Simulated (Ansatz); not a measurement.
A relaxation computed with Ansatz, from input to last step.

```yaml
crystal:
  lattice:
    - [4.4295621369, -2.5448015544, 0.0024086854]
    - [4.4295621369, 2.5448015544, 0.0024086854]
    - [-0.0035076063, 0.0, 6.4798014879]
  atoms:
    - { symbol: Sc, position: [0.3321770683, 0.3321770683, 0.5014245587] }
    - { symbol: Sc, position: [0.332174101, 0.332174101, 0.9985742669] }
    - { symbol: Sc, position: [0.0, 0.0, 0.25] }
    - { symbol: Sc, position: [0.0, 0.0, 0.75] }
    - { symbol: Sc, position: [0.6678229317, 0.6678229317, -0.0014245587] }
    - { symbol: Sc, position: [0.667825899, 0.667825899, 0.5014257331] }
    - { symbol: H, position: [0.5, 0.5, 0.25] }
basis:
  ecutwfc: 420
kpoints:
  mp_grid: { grid: [8, 8, 6] }
hamiltonian:
  xc: pbe
scf:
  occupations: { method: gaussian, width: 0.1 }
output:
  forces: true
  stress: true
  eigenvalues: true
relax:
  adjacent_minimum: "off"
  f_tol: 0.025
  max_steps: 70
  cell: { stress_tol: 0.12 }
```

```bash
ansatz run input.yaml --threads 2 --pin off --max-ram 5120MiB --backend cpu --events-out ev --progress --plain --runs-dir out
```

Theory: Ansatz 0.2.0, DFT PBE, scalar-relativistic, plane waves, PAW.

Of 4 frames 4 are shown, positions in Å and forces in eV/Å; the SCF threshold varies from step to step. Steps run on the plane waves of an earlier cell, with a Pulay correction in the pressure. The basis is chosen afresh for the last frame, the zero of the energies, and can be on the way; energy and pressure step there, also at an unchanged geometry. The mark taken_back stands on steps that the optimiser undid.

```xyz
7
Lattice="4.4296 -2.5448 0.0024 4.4296 2.5448 0.0024 -0.0035 0.0000 6.4798" Properties=species:S:1:pos:R:3:forces:R:3 pbc="T T T" step=1 free_energy_over_end_meV_per_atom=0.11 pressure_GPa=0.14
Sc    2.9410    0.0000    3.2507    0.0070    0.0000    0.0230
Sc    2.9393    0.0000    6.4722    0.0070    0.0000   -0.0230
Sc   -0.0009    0.0000    1.6200    0.0000    0.0000    0.0000
Sc   -0.0026    0.0000    4.8599    0.0000    0.0000    0.0000
Sc    5.9163    0.0000   -0.0060   -0.0070    0.0000   -0.0230
Sc    5.9146    0.0000    3.2523   -0.0070    0.0000    0.0230
H     4.4287    0.0000    1.6224    0.0000    0.0000    0.0000
7
Lattice="4.4497 -2.5544 0.0024 4.4497 2.5544 0.0024 -0.0035 0.0000 6.4562" Properties=species:S:1:pos:R:3:forces:R:3 pbc="T T T" step=2 free_energy_over_end_meV_per_atom=0.49 pressure_GPa=-0.11 taken_back
Sc    2.9608    0.0000    3.2559   -0.0290    0.0000   -0.0890
Sc    2.9591    0.0000    6.4316   -0.0290    0.0000    0.0890
Sc   -0.0009    0.0000    1.6140    0.0000    0.0000    0.0000
Sc   -0.0026    0.0000    4.8421    0.0000    0.0000    0.0000
Sc    5.9369    0.0000   -0.0230    0.0290    0.0000    0.0890
Sc    5.9351    0.0000    3.2575    0.0290    0.0000   -0.0890
H     4.4488    0.0000    1.6165    0.0000    0.0000    0.0000
7
Lattice="4.4392 -2.5485 0.0024 4.4392 2.5485 0.0024 -0.0035 0.0000 6.4697" Properties=species:S:1:pos:R:3:forces:R:3 pbc="T T T" step=3 free_energy_over_end_meV_per_atom=0.01 pressure_GPa=0.03
Sc    2.9490    0.0000    3.2499   -0.0010    0.0000   -0.0040
Sc    2.9473    0.0000    6.4578   -0.0010    0.0000    0.0040
Sc   -0.0009    0.0000    1.6174    0.0000    0.0000    0.0000
Sc   -0.0026    0.0000    4.8522    0.0000    0.0000    0.0000
Sc    5.9276    0.0000   -0.0102    0.0010    0.0000    0.0040
Sc    5.9259    0.0000    3.2515    0.0010    0.0000   -0.0040
H     4.4383    0.0000    1.6198    0.0000    0.0000    0.0000
7
Lattice="4.4392 -2.5485 0.0024 4.4392 2.5485 0.0024 -0.0035 0.0000 6.4697" Properties=species:S:1:pos:R:3:forces:R:3 pbc="T T T" step=4 free_energy_over_end_meV_per_atom=0.00 pressure_GPa=0.03
Sc    2.9490    0.0000    3.2499   -0.0010    0.0000   -0.0040
Sc    2.9473    0.0000    6.4578   -0.0010    0.0000    0.0040
Sc   -0.0009    0.0000    1.6174    0.0000    0.0000    0.0000
Sc   -0.0026    0.0000    4.8522    0.0000    0.0000    0.0000
Sc    5.9276    0.0000   -0.0102    0.0010    0.0000    0.0040
Sc    5.9259    0.0000    3.2515    0.0010    0.0000   -0.0040
H     4.4383    0.0000    1.6198    0.0000    0.0000    0.0000
```

It took 74 s on 2 threads of Arm Neoverse V1 (shared host), peak memory 0.67 GiB.